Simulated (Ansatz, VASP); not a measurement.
**SnTe: VASP beside Ansatz**

```
Sn Te
1.0
     0.00000    3.12493    3.15650
     3.15650    0.00000    3.15650
     3.15650    3.12493    0.00000
Sn Te
1 1
Direct
  0.00000 0.00000 0.00000
  0.50000 0.50000 0.50000
```

Change from the starting cell: strain -0.0100 x Voigt [0, 1, 0, 0, 0, 0], atoms carried along.

Alike in both runs: task single point; functional LDA; k mesh 10 × 10 × 10; occupations gaussian, width 0.03 eV; no spin polarisation.

|  | VASP | Ansatz |
| --- | --- | --- |
| version | VASP 6.6.1 | Ansatz 0.2.0 |
| potentials or method | VASP PAW LDA potentials, release 64 (Sn_d, Te) | scalar-relativistic, plane waves, PAW |
| plane-wave cutoff (eV) | 520 | 420 |
| valence electrons in the cell | 20 | 30 |

VASP gave:

| Quantity | Value |
| --- | --- |
| gap on the k mesh at the Fermi level (eV) | 0.14 |
| least direct gap on the mesh (eV) | 0.14 |
| pressure (GPa) | -1.2 |
| largest component of the traceless stress (GPa) | 0.87 |

Task: What did Ansatz give for the same quantities?

Result: gap on the k mesh at the Fermi level (eV): 0.13; least direct gap on the mesh (eV): 0.13; pressure (GPa): -1.3; largest component of the traceless stress (GPa): 0.86.

The two sets of potentials don't hold the same shells in valence.

Caveats: spin-orbit coupling is left out, which moves the levels of the heavy elements.
